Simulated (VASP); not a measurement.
Wanted: the native input for a VASP 6.6.1 run.

* Task: relaxation of cell and atoms
* Functional: vdW-DF
* Potentials or basis: VASP PAW PBE potentials, release 64 (Te)
* Cutoff: 600 eV
* k mesh: 9 × 9 × 9
* Occupations: fermi-dirac, width 0.05 eV
* Spin: no spin polarisation
* Further INCAR settings: ALGO = Normal; EDIFF = 1e-06; IBRION = 2; EDIFFG = -0.01; NSW = 40; ISIF = 3

The structure of Te lies in POSCAR:

```
Te
1.0
    2.3059043427      1.3313144930      1.6909537039
   -2.3059043427      1.3313144930      1.6909537039
    0.0000000000     -2.6626289860      1.6909537039
Te
1
Direct
    0.5000000000      0.5000000000      0.5000000000
```

This isn't the form of Te at room conditions, which is trigonal, of chains.

One way to write it, as run:

INCAR

```
SYSTEM = Te
AGGAC    = 0.0          
ALGO     = Normal         ! electronic algorithm
EDIFF    = 1E-6           ! SCF threshold, eV
EDIFFG   = -0.01          ! ionic threshold
ENCUT    = 600            ! plane-wave cutoff, eV
GGA      = RE             ! functional
IBRION   = 2              ! ionic algorithm
ISIF     = 3              ! what is computed and relaxed
ISMEAR   = -1             ! smearing method
LASPH    = .TRUE.         ! aspherical terms in the spheres
LCHARG   = .FALSE.        ! write CHGCAR
LREAL    = .FALSE.        ! projectors in reciprocal space
LUSE_VDW = .TRUE.       
LWAVE    = .FALSE.        ! write WAVECAR
NELM     = 80             ! most SCF steps
NSW      = 40             ! ionic steps
PREC     = Accurate       ! precision mode
SIGMA    = 0.05           ! smearing width, eV
```

KPOINTS

```
k-points
0
G
  9 9 9
  0 0 0
```

Potentials or basis: VASP PAW PBE potentials, release 64 (Te).

Run with:

```bash
$ cat potpaw_PBE.64/Te/POTCAR > POTCAR
$ mpirun -np 1 vasp_std > vasp.out
```

It gave:

```json
{"Relaxed volume": "35.07 Å³/atom", "Relaxed cell": "a = 3.273 Å, b = 3.273 Å, c = 3.273 Å, α = 90.53°, β = 90.53°, γ = 90.53°", "Space group after relaxing (to 0.05 Å)": "R-3m (No. 166)", "Energy gained by relaxing": "67.9 meV/atom", "Ionic steps": "10", "Pressure after relaxing": "0.0 GPa", "Band gap on the k mesh": "none (metal or under the smearing width)"}
```

Caveat: the PAW data sets were made with another functional, which shifts forces and pressure a little.

It took 2.5 min on 1 thread of Intel(R) Xeon(R) 6975P-C (Granite Rapids), with other jobs on the host, peak memory 0.34 GiB.
